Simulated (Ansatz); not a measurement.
The system is SnTe.

```xyz
2
Lattice="0.0000 3.1509 3.1509 3.1509 0.0000 3.1509 3.1509 3.1509 0.0000" Properties=species:S:1:pos:R:3 pbc="T T T"
Te    3.1509    3.1509    3.1509
Sn    0.0000    0.0000    0.0000
```

```yaml
Program: Ansatz 0.2.0
Task: relaxation of cell and atoms
Functional: PBE
Potentials_or_basis: Ansatz PAW
Cutoff: "420 eV (not typed: the program's choice for these potentials)"
k_mesh: 7 × 7 × 7
Occupations: fermi-dirac, width 0.05 eV
Spin: no spin polarisation
```

At the start: volume 31.28 Å³/atom.

**Question.** How do energy, volume and symmetry change on relaxing?

**Answer.** It ends after 6 steps and the volume is 32.87 Å³/atom (+5.1 %); space group Fm-3m (No. 225, to 0.05 Å).

Step by step:
```csv
step,energy change (eV),largest force (eV/Å),volume (Å³)
1,0.0000,0.0000,62.56
2,-0.0188,0.0000,66.71
3,-0.0206,0.0000,65.83
4,-0.0212,0.0000,65.83
5,-0.0212,0.0000,65.75
6,-0.0212,0.0000,65.75
```

Final structure:
```xyz
2
Lattice="0.0000 3.2034 3.2034 3.2034 0.0000 3.2034 3.2034 3.2034 0.0000" Properties=species:S:1:pos:R:3 pbc="T T T"
Te    3.2034    3.2034    3.2034
Sn    0.0000    0.0000    0.0000
```

Caveat: the plane-wave basis is chosen anew once the cell has moved, so the energies of steps on either side of that aren't comparable.
